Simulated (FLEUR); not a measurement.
# Sb (Im-3m) in FLEUR: convergence with Gmax

Aim: find how far Gmax must go before the results for Sb settle, at PBEsol. This setting moves, with any that are tied to it; all else stays.

Program: FLEUR MaX-R8.1 (later development tree). These are calculated values, not measurements. Logs are shortened: lines on timing, memory, paths and dates and some standing lists are left out, and cuts for length are marked.

## 1. The structure

Symmetry: Im-3m, No. 229, cubic system. Conventional cell: a = 3.743 Å, b = 3.743 Å, c = 3.743 Å, α = 90.00°, β = 90.00°, γ = 90.00°. Around Sb (site symmetry m-3m) lie 8 Sb at 3.24 Å.

This isn't the form of Sb at room conditions, which is rhombohedral.

## 2. With Gmax 9

inp.xml

```xml
<?xml version="1.0" encoding="UTF-8" standalone="no"?>
<fleurInput fleurInputVersion="0.39">
   <comment>
      Sb                                                                                                  
   </comment>
   <calculationSetup>
      <cutoffs Kmax="4.1" Gmax="9.0" GmaxXC="9.0" numbands="0"/>
      <scfLoop itmax="60" minDistance="0.00001" maxIterBroyd="15" imix="Anderson" alpha="0.05" precondParam="0.0" spinf="2.0" sdNocoIR="T"/>
      <coreElectrons ctail="T" frcor="F" kcrel="0" coretail_lmax="0"/>
      <xcFunctional name="PBEs" relativisticCorrections="F"/>
      <magnetism jspins="1"/>
      <soc l_soc="F" theta="0.0" phi="0.0" spav="F"/>
      <expertModes spex="0" secvar="F"/>
      <geometryOptimization l_f="T" forcealpha="1.0" forcemix="BFGS" epsdisp="0.0005" epsforce="0.0002"/>
      <ldaU l_linMix="F" mixParam="0.05" spinf="1.0"/>
   </calculationSetup>
   <cell>
      <bzIntegration valenceElectrons="21.0" mode="hist" fermiSmearingEnergy="0.00183747">
         <kPointListSelection listName="default-1"/>
         <!-- k-points included here -->
         <xi:include xmlns:xi="http://www.w3.org/2001/XInclude" href="kpts.xml"> </xi:include>
      </bzIntegration>
      <!-- symmetry operations included here -->
      <xi:include xmlns:xi="http://www.w3.org/2001/XInclude" href="sym.xml"> </xi:include>
      <bulkLattice scale="1.0">
         <bravaisMatrix>
            <row-1>   -3.5363217608732280     3.5363217608732280     3.5363217608732280</row-1>
            <row-2>    3.5363217608732280    -3.5363217608732280     3.5363217608732280</row-2>
            <row-3>    3.5363217608732280     3.5363217608732280    -3.5363217608732280</row-3>
         </bravaisMatrix>
      </bulkLattice>
   </cell>
   <atomSpecies>
      <species name="Antimony (Sb)" element="Sb" atomicNumber="51">
         <mtSphere radius="2.66" gridPoints="879" logIncrement="0.015"/>
         <atomicCutoffs lmax="10" lnonsphr="10"/>
         <electronConfig flipSpins="F">
            <coreConfig>(1s1/2) (2s1/2) (2p1/2) (2p3/2) (3s1/2) (3p1/2) (3p3/2) (4s1/2) (3d3/2) (3d5/2)</coreConfig>
            <valenceConfig>(4p1/2) (4p3/2) (5s1/2) (4d3/2) (4d5/2) (5p1/2) (5p3/2)</valenceConfig>
            <stateOccupation state="(5p1/2)" spinUp="0.500000" spinDown="0.500000"/>
            <stateOccupation state="(5p3/2)" spinUp="1.000000" spinDown="1.000000"/>
         </electronConfig>
         <energyParameters s="5" p="5" d="5" f="4"/>
         <lo type="SCLO" l="1" n="4" eDeriv="0"/>
         <lo type="SCLO" l="1" n="4" eDeriv="1"/>
         <lo type="SCLO" l="2" n="4" eDeriv="0"/>
         <lo type="SCLO" l="2" n="4" eDeriv="1"/>
         <lo type="SCLO" l="0" n="5" eDeriv="2"/>
         <lo type="SCLO" l="3" n="4" eDeriv="2"/>
      </species>
   </atomSpecies>
   <atomGroups>
      <atomGroup species="Antimony (Sb)">
         <relPos label="                   1">.0000000000 .0000000000 .0000000000</relPos>
         <force calculate="T" relaxXYZ="TTT"/>
      </atomGroup>
   </atomGroups>
   <output dos="F" band="F" slice="F">
      <checks vchk="F" cdinf="F"/>
      <bandDOS minEnergy="-.5*Htr" maxEnergy="0.5*Htr" sigma="0.015" storeEVData="T"/>
      <vacuumDOS vacdos="F" integ="F" star="F" nstars="0" locx1="0.0" locy1="0.0" locx2="0.0" locy2="0.0" nstm="0" tworkf="0.0"/>
      <unfoldingBand unfoldBand="F" supercellX="1" supercellY="1" supercellZ="1"/>
      <plotting iplot="0" polar="F">
         <plot TwoD="T" vec1="  1.0  0.0  0.0" vec2="  0.0  1.0  0.0" vec3="  0.0  0.0  1.0" zero="  0.0  0.0  0.0" file="plot"/>
      </plotting>
      <chargeDensitySlicing numkpt="0" minEigenval="0.0" maxEigenval="0.0" nnne="0" pallst="F"/>
      <specialOutput eonly="F"/>
      <moessbauerParams electricFieldGradient="T" isomerShift="T" coreHyperfine="T" valenceHyperfine="T"/>
      <magneticCircularDichroism mcd="F" energyLo="-10.0" energyUp="0.0"/>
   </output>
  <!-- We include the file relax.xml here to enable relaxations (see documentation) -->
  <xi:include xmlns:xi="http://www.w3.org/2001/XInclude" href="relax.xml"> <xi:fallback/> </xi:include>
</fleurInput>
```

crystal.txt

```
Sb
&input cartesian=F /
-1.8713408863  1.8713408863  1.8713408863
1.8713408863  -1.8713408863  1.8713408863
1.8713408863  1.8713408863  -1.8713408863
1.8897261246
1.0 1.0 1.0

1
51 0.0000000000  0.0000000000  0.0000000000

&kpt div1=8 div2=8 div3=8 gamma=T /
```

Potentials or basis: all-electron, FLAPW.

Started as:

```bash
$ inpgen -f crystal.txt -profile fastHighL
$ # inp.xml edited to the form shown
$ fleur_MPI
```

It took 18 s on 1 thread of Arm Neoverse V1, shared host; peak memory 0.06 GiB.

Results:

```yaml
Free_energy: -176350.6523 eV
Band_gap_on_the_k_mesh: none (metal or under the smearing width)
Valence_electrons_inside_the_program's_atomic_spheres: Sb 19.05 (radii Sb 2.66 bohr)
```

## 3. With Gmax 10.3

inp.xml, as its differences from that of step 2:

```diff
@@ -6,3 +6,3 @@
    <calculationSetup>
-      <cutoffs Kmax="4.1" Gmax="9.0" GmaxXC="9.0" numbands="0"/>
+      <cutoffs Kmax="4.1" Gmax="10.3" GmaxXC="10.3" numbands="0"/>
       <scfLoop itmax="60" minDistance="0.00001" maxIterBroyd="15" imix="Anderson" alpha="0.05" precondParam="0.0" spinf="2.0" sdNocoIR="T"/>
```

crystal.txt is that of step 2.

Potentials or basis: all-electron, FLAPW.

Started as:

```bash
$ inpgen -f crystal.txt -profile fastHighL
$ # inp.xml edited to the form shown
$ fleur_MPI
```

Wall time 18 s (1 thread of Arm Neoverse V1, shared host); peak memory 0.06 GiB.

What came out:

```yaml
Free_energy: -176350.6523 eV
Band_gap_on_the_k_mesh: none (metal or under the smearing width)
Valence_electrons_inside_the_program's_atomic_spheres: Sb 19.05 (radii Sb 2.66 bohr)
```

## 4. With Gmax 11.7

inp.xml, as its differences from that of step 3:

```diff
@@ -6,3 +6,3 @@
    <calculationSetup>
-      <cutoffs Kmax="4.1" Gmax="10.3" GmaxXC="10.3" numbands="0"/>
+      <cutoffs Kmax="4.1" Gmax="11.7" GmaxXC="11.7" numbands="0"/>
       <scfLoop itmax="60" minDistance="0.00001" maxIterBroyd="15" imix="Anderson" alpha="0.05" precondParam="0.0" spinf="2.0" sdNocoIR="T"/>
```

crystal.txt is that of step 3.

Started as:

```bash
$ inpgen -f crystal.txt -profile fastHighL
$ # inp.xml edited to the form shown
$ fleur_MPI
```

It took 18 s on 1 thread of Arm Neoverse V1, shared host; peak memory 0.06 GiB.

Results:

```yaml
Free_energy: -176350.6523 eV
Band_gap_on_the_k_mesh: none (metal or under the smearing width)
Valence_electrons_inside_the_program's_atomic_spheres: Sb 19.05 (radii Sb 2.66 bohr)
```

## 5. With Gmax 13.5

inp.xml, as its differences from that of step 4:

```diff
@@ -6,3 +6,3 @@
    <calculationSetup>
-      <cutoffs Kmax="4.1" Gmax="11.7" GmaxXC="11.7" numbands="0"/>
+      <cutoffs Kmax="4.1" Gmax="13.5" GmaxXC="13.5" numbands="0"/>
       <scfLoop itmax="60" minDistance="0.00001" maxIterBroyd="15" imix="Anderson" alpha="0.05" precondParam="0.0" spinf="2.0" sdNocoIR="T"/>
```

crystal.txt is that of step 4.

Started as:

```bash
$ inpgen -f crystal.txt -profile fastHighL
$ # inp.xml edited to the form shown
$ fleur_MPI
```

Wall time 19 s (1 thread of Arm Neoverse V1, shared host); peak memory 0.07 GiB.

What came out:

```
Free energy                                           : -176350.6523 eV
Band gap on the k mesh                                : none (metal or under the smearing width)
Valence electrons inside the program's atomic spheres : Sb 19.05 (radii Sb 2.66 bohr)
```

## 6. With Gmax 15.8

inp.xml, as its differences from that of step 5:

```diff
@@ -6,3 +6,3 @@
    <calculationSetup>
-      <cutoffs Kmax="4.1" Gmax="13.5" GmaxXC="13.5" numbands="0"/>
+      <cutoffs Kmax="4.1" Gmax="15.8" GmaxXC="15.8" numbands="0"/>
       <scfLoop itmax="60" minDistance="0.00001" maxIterBroyd="15" imix="Anderson" alpha="0.05" precondParam="0.0" spinf="2.0" sdNocoIR="T"/>
```

crystal.txt is that of step 5.

Potentials or basis: all-electron, FLAPW.

Started as:

```bash
$ inpgen -f crystal.txt -profile fastHighL
$ # inp.xml edited to the form shown
$ fleur_MPI
```

Run time: 18 s. Hardware: 1 thread of Arm Neoverse V1, shared host; peak memory 0.07 GiB.

Results:

- Free energy: -176350.6523 eV
- Band gap on the k mesh: none (metal or under the smearing width)
- Valence electrons inside the program's atomic spheres: Sb 19.05 (radii Sb 2.66 bohr)

## 7. With Gmax 18

inp.xml, as its differences from that of step 6:

```diff
@@ -6,3 +6,3 @@
    <calculationSetup>
-      <cutoffs Kmax="4.1" Gmax="15.8" GmaxXC="15.8" numbands="0"/>
+      <cutoffs Kmax="4.1" Gmax="18.0" GmaxXC="18.0" numbands="0"/>
       <scfLoop itmax="60" minDistance="0.00001" maxIterBroyd="15" imix="Anderson" alpha="0.05" precondParam="0.0" spinf="2.0" sdNocoIR="T"/>
```

crystal.txt is that of step 6.

Started as:

```bash
$ inpgen -f crystal.txt -profile fastHighL
$ # inp.xml edited to the form shown
$ fleur_MPI
```

Wall time 21 s (1 thread of Arm Neoverse V1, shared host); peak memory 0.07 GiB.

What came out:

```
Free energy                                           : -176350.6523 eV
Band gap on the k mesh                                : none (metal or under the smearing width)
Valence electrons inside the program's atomic spheres : Sb 19.05 (radii Sb 2.66 bohr)
```

## 8. With Gmax 22.5

inp.xml, as its differences from that of step 7:

```diff
@@ -6,3 +6,3 @@
    <calculationSetup>
-      <cutoffs Kmax="4.1" Gmax="18.0" GmaxXC="18.0" numbands="0"/>
+      <cutoffs Kmax="4.1" Gmax="22.5" GmaxXC="22.5" numbands="0"/>
       <scfLoop itmax="60" minDistance="0.00001" maxIterBroyd="15" imix="Anderson" alpha="0.05" precondParam="0.0" spinf="2.0" sdNocoIR="T"/>
```

crystal.txt is that of step 7.

Potentials or basis: all-electron, FLAPW.

Started as:

```bash
$ inpgen -f crystal.txt -profile fastHighL
$ # inp.xml edited to the form shown
$ fleur_MPI
```

Output:

```text
Welcome to FLEUR        (www.flapw.de)
      MaX-Release 8.1          (www.max-centre.eu)

 ========== k-point set info ==========
 Selected k-point list: default-1
 k-point list type: mesh
 8 x 8 x 8
 Number of k points: 29

 ------------Calculation Setup---------------------------
 Number of MPI-tasks      :            1
 Number of PE/node        :            1
 Number of OMP-threads    :            1
 Most efficient MPI parallelization for:
           1          29
 Additional eigenvalue parallelization possible
 Number of basis functions:          278
 Approximate size of matrices (H+S) per k-point:         0.001 GB
 --------------------------------------------------------
 Iteration:     1   Distance:       4.86199700 me/bohr^3
 Iteration:     2   Distance:       4.55131045 me/bohr^3
 Iteration:     3   Distance:       1.36723870 me/bohr^3
 Iteration:     4   Distance:       0.12661955 me/bohr^3
 Iteration:     5   Distance:       0.11252185 me/bohr^3
 Iteration:     6   Distance:       0.00791514 me/bohr^3
 Iteration:     7   Distance:       0.00195102 me/bohr^3
 Iteration:     8   Distance:       0.00158496 me/bohr^3
 Iteration:     9   Distance:       0.00004536 me/bohr^3
 Iteration:    10   Distance:       0.00004227 me/bohr^3
 Iteration:    11   Distance:       0.00000211 me/bohr^3

 ********************************************************************
 Run finished successfully
 Stop message:
   Structural relaxation: Done
 ********************************************************************
```

out.xml (last iteration):

```text
<iteration numberForCurrentRun="   12" overallNumber="   12">
         <energyParameters units="Htr">
            <atomicEP atomType="1" spin="1" branch="5s" branchLowest="-4.97" branchHighest="0.54" value="-0.0199025722"/>
            <atomicEP atomType="1" spin="1" branch="5p" branchLowest="-3.24" branchHighest="1.16" value="0.2396972809"/>
            <atomicEP atomType="1" spin="1" branch="5d" branchLowest="-0.72" branchHighest="2.25" value="0.4658501022"/>
            <atomicEP atomType="1" spin="1" branch="4f" branchLowest="-9.99" branchHighest="1.73" value="0.6188516494"/>
            <loAtomicEP atomType="1" spin="1" branch="4p" branchLowest="-27.04" branchHighest="-3.24" value="-3.2491945997"/>
            <loAtomicEP atomType="1" spin="1" branch="4p" branchLowest="-27.04" branchHighest="-3.24" value="-3.2491945997"/>
            <loAtomicEP atomType="1" spin="1" branch="4d" branchLowest="-18.45" branchHighest="-0.72" value="-0.7343368014"/>
            <loAtomicEP atomType="1" spin="1" branch="4d" branchLowest="-18.45" branchHighest="-0.72" value="-0.7343368014"/>
            <loAtomicEP atomType="1" spin="1" branch="5s" branchLowest="-4.97" branchHighest="0.54" value="-0.0199025722"/>
            <loAtomicEP atomType="1" spin="1" branch="4f" branchLowest="-9.99" branchHighest="1.73" value="0.6188525268"/>
         </energyParameters>
         <eigenvalues>
            <eigenvaluesAt spin="1" ikpt="1" k_x="0.00000000" k_y="0.00000000" k_z="0.00000000">
                      -3.2392069842       -3.2392069842       -3.2392069842       -0.7389077041       -0.7389077041
[... 59 lines left out ...]
            <isomerShift atomType="1" nucleusRadius="0.0001171" averageDensity="212445.58257"/>
            <electricFieldGradient atomType="1" VXX="0.00000" VYY="0.00000" VZZ="0.00000" asymParam="0.00000">
            </electricFieldGradient>
         </moessbauerParams>
         <totalEnergy                                    value="    -6480.7667369296" units="Htr">
            <sumOfEigenvalues                            value="    -3919.9656954388">
               <coreElectrons value="-3893.8492155937"/>
               <valenceElectrons value="-26.1164798451"/>
            </sumOfEigenvalues>
            <densityCoulombPotentialIntegral value="-10536.1788565198"/>
            <densityEffectivePotentialIntegral value="-10756.9346453708"/>
            <chargeDenXCDenIntegral value="-167.8916518293"/>
            <FockExchangeEnergyValence value="0.0000000000"/>
            <FockExchangeEnergyCore value="0.0000000000"/>
            <atomTypeDependentContributions atomType="1">
               <electronNucleiInteractionDifferentMTs value="7855.4116281374"/>
               <MadelungTerm value="-26.3429786350"/>
            </atomTypeDependentContributions>
            <tkbTimesEntropy value="0.0002019751"/>
            <freeEnergy value="-6480.7669389046"/>
            <extrapolationTo0K value="-6480.7668379171"/>
         </totalEnergy>
         <totalForcesOnRepresentativeAtoms units="Htr/bohr">
            <forceTotal atomType="1" x="0.000000" y="0.000000" z="0.000000" F_x="0.00000000" F_y="0.00000000" F_z="0.00000000"/>
         </totalForcesOnRepresentativeAtoms>
      </iteration>
```

Wall time 24 s (1 thread of Arm Neoverse V1, shared host); peak memory 0.07 GiB.

Results:

```yaml
Free_energy: -176350.6523 eV
Band_gap_on_the_k_mesh: none (metal or under the smearing width)
Valence_electrons_inside_the_program's_atomic_spheres: Sb 19.05 (radii Sb 2.66 bohr)
```

## 9. The series at a glance

| Gmax | energy less the tightest run, at zero smearing (meV/atom) | SCF cycles | CPU time (s) | peak memory (GiB) |
| --- | --- | --- | --- | --- |
| 9 | 0.01 | 12 | 18 | 0.06 |
| 10.3 | 0.00 | 12 | 18 | 0.06 |
| 11.7 | 0.00 | 12 | 18 | 0.06 |
| 13.5 | 0.00 | 12 | 19 | 0.07 |
| 15.8 | 0.00 | 12 | 18 | 0.07 |
| 18 | 0.00 | 12 | 21 | 0.07 |
| 22.5 | 0.00 | 12 | 24 | 0.07 |

Against the tightest run, the energy stays within 1 meV/atom from 9 on. The tightest run that finished is the yardstick and may itself not be fully converged.
